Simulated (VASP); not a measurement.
# Pd (Im-3m) in VASP: further runs

Runs on Pd. Level: PBE. Tasks: single point.

Everything below comes from runs of VASP 6.6.1. Logs are shortened: lines on timing, memory, paths and dates and some standing lists are left out, and cuts for length are marked.

### 1 Starting point

Symmetry: Im-3m, No. 229, cubic system. The conventional cell has a = 3.145 Å, b = 3.145 Å, c = 3.145 Å, α = 90.00°, β = 90.00°, γ = 90.00°. Around Pd (site symmetry m-3m) lie 8 Pd at 2.72 Å.

This isn't the form of Pd at room conditions, which is fcc.

### 2 Single point, PBE

Contents of INCAR:

```
SYSTEM = Pd
PREC = Accurate ; ENCUT = 460
EDIFF = 1E-6 ; ISMEAR = -1
SIGMA = 0.1 ; LREAL = .FALSE.
LASPH = .TRUE. ; NELM = 100
ALGO = Normal ; ISIF = 2
LWAVE = .FALSE. ; LCHARG = .FALSE.
GGA = PE ; ADDGRID = .FALSE.
```

Contents of KPOINTS:

```
Automatic mesh
0
G
  15 15 15
  0 0 0
```

Contents of POSCAR:

```
Pd
1.0
   -1.5722810000      1.5722810000      1.5722810000
    1.5722810000     -1.5722810000      1.5722810000
    1.5722810000      1.5722810000     -1.5722810000
Pd
1
Direct
    0.0000000000      0.0000000000      0.0000000000
```

Potentials or basis: VASP PAW PBE potentials, release 64 (Pd).

Run with:

```
$ cat potpaw_PBE.64/Pd/POTCAR > POTCAR
$ mpirun -np 1 vasp_std > vasp.out
```

OUTCAR:

```text
SYSTEM = Pd
   PREC = Accurate
   ENCUT = 460
   EDIFF = 1E-6
   ISMEAR = -1
   LREAL = .FALSE.
   LASPH = .TRUE.
   NELM = 100
   ISIF = 2
   GGA = PE

 Found    120 irreducible k-points:

 Following reciprocal coordinates:
            Coordinates               Weight
  0.000000  0.000000  0.000000      1.000000
  0.066667  0.000000  0.000000     12.000000
  0.133333  0.000000  0.000000     12.000000
  0.200000  0.000000  0.000000     12.000000
  0.266667  0.000000  0.000000     12.000000
  0.333333  0.000000  0.000000     12.000000
   k-points           NKPTS =    120   k-points in BZ     NKDIM =    120   number of bands    NBANDS=      9
   number of dos      NEDOS =    301   number of ions     NIONS =      1
   total plane-waves  NPLWV =   8000
   dimension x,y,z NGX =    20 NGY =   20 NGZ =   20
   dimension x,y,z NGXF=    40 NGYF=   40 NGZF=   40
   ions per type =               1
   NGX,Y,Z   is equivalent  to a cutoff of  12.21, 12.21, 12.21 a.u.
   NGXF,Y,Z  is equivalent  to a cutoff of  24.42, 24.42, 24.42 a.u.
 SYSTEM =  Pd
   PREC   = accura    normal or accurate (medium, high low for compatibility)
   ISTART =      0    job   : 0-new  1-cont  2-samecut
   ICHARG =      2    charge: 1-file 2-atom 10-const
   ISPIN  =      1    spin polarized calculation?
   LNONCOLLINEAR =      F non collinear calculations
   LSORBIT =      F    spin-orbit coupling
   LASPH  =      T    aspherical Exc in radial PAW
   ENCUT  =  460.0 eV  33.81 Ry    5.81 a.u.   4.76  4.76  4.76*2*pi/ulx,y,z
   NELM   =    100;   NELMIN=  2; NELMDL= -5     # of ELM steps
   EDIFF  = 0.1E-05   stopping-criterion for ELM
   LREAL  =      F    real-space projection
   EDIFFG = 0.1E-04   stopping-criterion for IOM
   NSW    =      0    number of steps for IOM
   IBRION =     -1    ionic relax: 0-MD 1-quasi-New 2-CG
   NFREE  =      0    steps in history (QN), initial steepest desc. (CG)
   ISIF   =      2    stress and relaxation
   ISYM   =      2    0-nonsym 1-usesym 2-fastsym
   POTIM  = 0.5000    time-step for ionic-motion
   TEBEG  =    0.0;   TEEND  =   0.0 temperature during run
   PSTRESS=    0.0 pullay stress
   NELECT =      10.0000    total number of electrons
   NUPDOWN=      -1.0000    fix difference up-down
   EMIN   =  10.00;   EMAX   =-10.00  energy-range for DOS
   EFERMI =   0.00;   METHOD = LEGACY
   ISMEAR =    -1;   SIGMA  =   0.10  broadening in eV -4-tet -1-fermi 0-gaus
   EFERMI_NEDOS =   21; number of points for ismear=-14 and -15
   IALGO  =     38    algorithm
   IMIX   =      4    mixing-type and parameters
     AMIX     =   0.40;   BMIX     =  1.00
     AMIX_MAG =   1.60;   BMIX_MAG =  1.00
  volume/ion in A,a.u.               =      15.55       104.92
  Fermi-wavevector in a.u.,A,eV,Ry     =   1.413160  2.670485 27.171123  1.997021
  Thomas-Fermi vector in A             =   2.534834
   LORBIT       =      0    0 simple, 1 ext, 2 COOP (PROOUT), +10 PAW based schemes
   GGA     = PE    functional components
   LHFCALC =     F    Hartree Fock is set to
   AEXX    =    0.0000 exact exchange contribution
   IVDW    =     0    specifies the selected vdW correction
   LEPSILON=     F    determine dielectric tensor
   LRPA    =     F    only Hartree local field effects (RPA)
 non-spin polarized calculation
  energy-cutoff  :      460.00
  volume of cell :       15.55
 maximum number of plane-waves:       370
   NGX =  9   NGY =  9   NGZ =  9

 number of electron      10.0000005 magnetization

 Free energy of the ion-electron system (eV)
  ---------------------------------------------------
  ext. energy  EPLUGINS =         0.00000000
  ---------------------------------------------------
  free energy    TOTEN  =        -5.19678690 eV

  energy without entropy =       -5.15423627  energy(sigma->0) =       -5.17551159

 E-fermi :   8.9176     XC(G=0): -12.8535

 val. band max:        8.9160262664   @ k =  -0.4000   0.4000   0.2000
 cond. band min:       8.9318887458   @ k =  -0.4000  -0.4667   0.1333
 fundamental gap:      0.0158624795
 Fermi energy:         8.9176253855

 k-point     1 :       0.0000    0.0000    0.0000
  band No.  band energies     occupation
      1       2.1892      2.00000
      2       6.1940      2.00000
      3       6.1940      2.00000
      4       6.1940      2.00000
      5       8.0358      1.99970
      6       8.0358      1.99970
      7      28.1923      0.00000
      8      28.1923      0.00000
      9      28.1923      0.00000

 k-point     2 :       0.0667    0.0000    0.0000
  band No.  band energies     occupation
      1       2.3523      2.00000
      2       6.1408      2.00000
      3       6.1965      2.00000
      4       6.3067      2.00000
      5       7.9740      1.99984
      6       8.0398      1.99969
      7      28.0585      0.00000
      8      28.2079      0.00000
      9      28.3802      0.00000

 k-point     3 :       0.1333    0.0000    0.0000
  band No.  band energies     occupation
      1       2.8160      2.00000
      2       5.9933      2.00000
      3       6.2013      2.00000
      4       6.6354      2.00000
      5       7.8387      1.99996
      6       8.0534      1.99965
      7      27.3820      0.00000
      8      28.0500      0.00000
      9      28.9132      0.00000

 k-point     4 :       0.2000    0.0000    0.0000
  band No.  band energies     occupation
      1       3.4717      2.00000
      2       5.7837      2.00000
      3       6.2537      2.00000
      4       7.1494      2.00000
      5       7.7405      1.99998
      6       8.0801      1.99954
      7      25.7254      0.00000
      8      27.3415      0.00000
      9      29.7046      0.00000

 k-point     5 :       0.2667    0.0000    0.0000
  band No.  band energies     occupation
      1       4.0270      2.00000
      2       5.5531      2.00000
      3       6.6134      2.00000
      4       7.7484      1.99998
      5       7.7928      1.99997
      6       8.1208      1.99931
      7      23.3453      0.00000
      8      26.2496      0.00000
      9      30.4179      0.00000

 k-point     6 :       0.3333    0.0000    0.0000
  band No.  band energies     occupation
      1       4.1844      2.00000
      2       5.3417      2.00000
      3       7.5413      2.00000
      4       7.8869      1.99993
      5       8.1705      1.99886
      6       8.4759      1.97615
      7      20.7772      0.00000
      8      25.1968      0.00000
      9      28.5558      0.00000

 [... further k-points ...]

------------------------ aborting loop because EDIFF is reached ----------------------------------------

  FORCE on cell =-STRESS in cart. coord.  units (eV):
  Direction    XX          YY          ZZ          XY          YZ          ZX
  --------------------------------------------------------------------------------------
  -------------------------------------------------------------------------------------
  Total       -0.1009285     -0.1009285     -0.1009285     -0.0000000      0.0000000     -0.0000000
  in kB      -10.4009735    -10.4009735    -10.4009735     -0.0000000      0.0000000     -0.0000000
  external PRESSURE =     -10.4009735 kB  Pullay stress =       0.0000000 kB

 VOLUME and BASIS-vectors are now :
 -----------------------------------------------------------------------------
  energy-cutoff  :      460.00
  volume of cell :       15.55
      direct lattice vectors                 reciprocal lattice vectors
    -1.572281000  1.572281000  1.572281000     0.000000000  0.318009313  0.318009313
     1.572281000 -1.572281000  1.572281000     0.318009313  0.000000000  0.318009313
     1.572281000  1.572281000 -1.572281000     0.318009313  0.318009313  0.000000000

 POSITION                                       TOTAL-FORCE (eV/Angst)
 -----------------------------------------------------------------------------------
      0.00000      0.00000      0.00000        -0.000000      0.000000     -0.000000
 -----------------------------------------------------------------------------------
    total drift:                                0.000000      0.000000      0.000000

  FREE ENERGIE OF THE ION-ELECTRON SYSTEM (eV)
  ---------------------------------------------------
  free  energy   TOTEN  =        -5.1967869034 eV

  energy  without entropy=       -5.1542362741  energy(sigma->0) =       -5.17551159
```

It took 22 s on 1 thread of Intel Xeon Platinum 8375C at 2.90GHz (Ice Lake), shared host; peak memory 0.13 GiB.

The run converged, but some of its settings lie outside the range that counts as converged, so its numbers aren't taken as properties of the crystal.

What came out:

```
Free energy            : -5.1968 eV
Pressure               : -1.0 GPa
Band gap on the k mesh : none (metal or under the smearing width)
```

### 3 Single point, PBE

INCAR is that of step 2.

KPOINTS is that of step 2.

Contents of POSCAR:

```
Pd
1.0
   -1.5345420000      1.5703810000      1.5719130000
    1.5565800000     -1.5514420000      1.5750130000
    1.5718420000      1.5887420000     -1.5529740000
Pd
1
Direct
    0.0275280000      0.0634310000      0.0341390000
```

Potentials or basis: VASP PAW PBE potentials, release 64 (Pd).

Run with:

```
$ cat potpaw_PBE.64/Pd/POTCAR > POTCAR
$ mpirun -np 1 vasp_std > vasp.out
```

It took 4.1 min on 1 thread of Intel Xeon Platinum 8375C at 2.90GHz (Ice Lake), shared host; peak memory 0.32 GiB.

The run converged, but some of its settings lie outside the range that counts as converged, so its numbers aren't taken as properties of the crystal.

Results:

- Free energy: -5.1930 eV
- Pressure: -0.9 GPa
- Band gap on the k mesh: none (metal or under the smearing width)

### 4 Single point, PBE

Contents of INCAR:

```
SYSTEM = Pd
PREC = Accurate ; ENCUT = 900
EDIFF = 1E-6 ; ISMEAR = 0
SIGMA = 0.1 ; LREAL = .FALSE.
LASPH = .TRUE. ; NELM = 100
ALGO = Normal ; ISIF = 2
LWAVE = .FALSE. ; LCHARG = .FALSE.
GGA = PE ; ADDGRID = .FALSE.
```

Contents of KPOINTS:

```
Automatic mesh
0
G
  11 11 11
  0 0 0
```

Contents of POSCAR:

```
Pd
1.0
   -1.5722810000      1.5722810000      1.5722810000
    1.5722810000     -1.5722810000      1.5722810000
    1.5722810000      1.5722810000     -1.5722810000
Pd
1
Direct
    0.0000000000      0.0000000000      0.0000000000
```

Run with:

```
$ cat potpaw_PBE.64/Pd/POTCAR > POTCAR
$ mpirun -np 1 vasp_std > vasp.out
```

Run time: 27 s. Hardware: 1 thread of Intel Xeon Platinum 8375C at 2.90GHz (Ice Lake), shared host; peak memory 0.17 GiB.

These settings aren't checked as converged: the numbers below hold their error.

Results:

| Property | Result |
| --- | --- |
| Free energy | -5.1672 eV |
| Pressure | -1.1 GPa |
| Band gap on the k mesh | none (metal or under the smearing width) |

### 5 The reference run

An earlier run on the cell as given: functional PBEsol; potentials or basis VASP PAW PBE potentials, release 64 (Pd); cutoff 520 eV; k mesh 12 × 12 × 12; occupations fermi-dirac, width 0.05 eV; no spin polarisation.

* Pressure: -10.3 GPa
* Band gap on the k mesh: none (metal or under the smearing width)
